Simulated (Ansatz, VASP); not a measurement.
**Co in VASP and in Ansatz**

File INCAR:

```
  ALGO = Normal
  EDIFF = 1E-6
  ENCUT = 520
  GGA = PS
  ISIF = 2
  ISMEAR = -1
  LASPH = T
  LCHARG = F
  LREAL = F
  LWAVE = F
  NBANDS = 10
  NELM = 80
  PREC = Accurate
  SIGMA = 0.1
```

The input KPOINTS:

```
k-points
0
Gamma
  16 16 16
```

POSCAR

```
Co
1.0
    2.2794507408      0.0000000000      0.0000000000
    0.0000000000      2.2794507408      0.0000000000
    0.0000000000      0.0000000000      2.2794507408
Co
1
Direct
    0.0000000000      0.0000000000      0.0000000000
```

Input for Ansatz:

```yaml
crystal:
  lattice:
    - [2.2794507408, 0.0, 0.0]
    - [0.0, 2.2794507408, 0.0]
    - [0.0, 0.0, 2.2794507408]
  atoms:
    - { symbol: Co, position: [0.0, 0.0, 0.0] }
hamiltonian:
  xc: pbesol
  pseudopotentials:
    kind: paw
    azcp:
      Co: "pseudopotentials/Co.paw.azcp"
basis:
  ecutwfc: 420
  fft_grid_basis: typed
kpoints:
  mp_grid: { grid: [16, 16, 16], shift: [0, 0, 0] }
magnetization:
  spin_polarized: false
scf:
  occupations: { method: fermi_dirac, width: 0.1 }
  lower_state_search: "off"
output:
  stress: true
```

Alike in both runs: task single point; functional PBEsol; k mesh 16 × 16 × 16; occupations fermi-dirac, width 0.1 eV; no spin polarisation.

|  | VASP | Ansatz |
| --- | --- | --- |
| version | VASP 6.6.1 | Ansatz 0.2.0 |
| potentials or method | VASP PAW PBE potentials, release 64 (Co) | plane waves (420 eV) with PAW, scalar-relativistic |
| plane-wave cutoff (eV) | 520 | 420 |
| valence electrons in the cell | 9 | 17 |

|  | VASP | Ansatz | Ansatz less VASP |
| --- | --- | --- | --- |
| pressure (GPa) | -8.1 | -7.4 | +0.73 |

The functional is the same, so the differences come from potentials, cutoffs and numerics. The two sets of potentials don't hold the same shells in valence. Ansatz warned: «pseudo_functional_mismatch».

Caveats: the PAW data sets were made with another functional, which shifts forces and pressure a little (VASP); the run has no spin polarisation, though such a crystal can be magnetic. Spin polarisation is off, so any magnetic state and its effect on volume and gap are missing.
